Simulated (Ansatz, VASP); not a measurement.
**Two plane-wave programs on BN**

```xyz
4
Lattice="2.5898 0.0000 0.0000 -1.2949 2.2428 0.0000 0.0000 0.0000 6.7274" Properties=species:S:1:pos:R:3 pbc="T T T"
B     0.0000    1.4952    1.6819
B     1.2949    0.7476    5.0456
N     0.0000    1.4952    5.0456
N     1.2949    0.7476    1.6819
```

Change from the starting cell: volume scaled by 1.06, ions relaxed.

Alike in both runs: functional PBE; k mesh 13 × 13 × 5; occupations fermi-dirac, width 0.02 eV; no spin polarisation.

Ansatz relaxed the structure, and its values are those at the end. VASP's run is a single point on that final structure, the one shown.

|  | VASP | Ansatz |
| --- | --- | --- |
| version | VASP 6.6.1 | Ansatz 0.2.0 |
| potentials or method | VASP PAW PBE potentials, release 64 (B, N) | plane-wave PAW, scalar-relativistic |
| plane-wave cutoff (eV) | 520 | 420 |
| valence electrons in the cell | 16 | 16 |

VASP gave:

| Item | Value |
| --- | --- |
| gap on the k mesh at the Fermi level (eV) | 4.12 |
| pressure (GPa) | -17.8 |

Task: Which values does Ansatz return?

Result: gap on the k mesh at the Fermi level (eV): 4.13; pressure (GPa): -17.8.

Ansatz warned: «stress_scf_threshold_loose».

Caveats: so large a pressure means that the cell lies far from this level's equilibrium, or that cutoff or potentials fall short (VASP); an odd mesh through Γ misses points on the zone boundary, where band edges often lie; this functional lacks dispersion, which binds the layers, so the pressure and a relaxed spacing across them are unreliable.
